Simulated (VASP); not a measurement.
TaN, 2 atoms in the cell. The structure is trigonal, space group P3m1 (No. 156). Conventional cell: a = 2.938 Å, b = 2.938 Å, c = 2.883 Å, α = 90.00°, β = 90.00°, γ = 120.00°. Ta (site symmetry 3m) is surrounded by 3 N at 2.04 Å. N (site symmetry 3m) has 3 Ta at 2.04 Å as nearest neighbours.  The cell isn't the ideal one: all N atoms moved -0.300 Å, as atom 2 along Cartesian [0 0 1].

* Program: VASP 6.6.1
* Task: single point
* Functional: LDA
* Potentials or basis: VASP PAW LDA potentials, release 64 (Ta_pv, N)
* Cutoff: 520 eV
* k mesh: 18 × 18 × 16
* Occupations: gaussian, width 0.15 eV
* Spin: no spin polarisation
* Dipole correction: no
* Further INCAR settings: ALGO = Fast; EDIFF = 1e-07; NBANDS = 15

Potentials or basis: VASP PAW LDA potentials, release 64 (Ta_pv, N).

Launch:

```sh
$ cat potpaw_LDA.64/Ta_pv/POTCAR potpaw_LDA.64/N/POTCAR > POTCAR
$ mpirun -np 1 vasp_std > vasp.out
```

Hardware: 1 thread of Intel(R) Xeon(R) 6975P-C (Granite Rapids) (shared host).

Q: How long does it take, and how much memory?

A: Wall time 54 s on 1 thread of Intel(R) Xeon(R) 6975P-C (Granite Rapids), on a shared host, peak memory 0.27 GiB. Counts: scf iterations 14, k points 522.
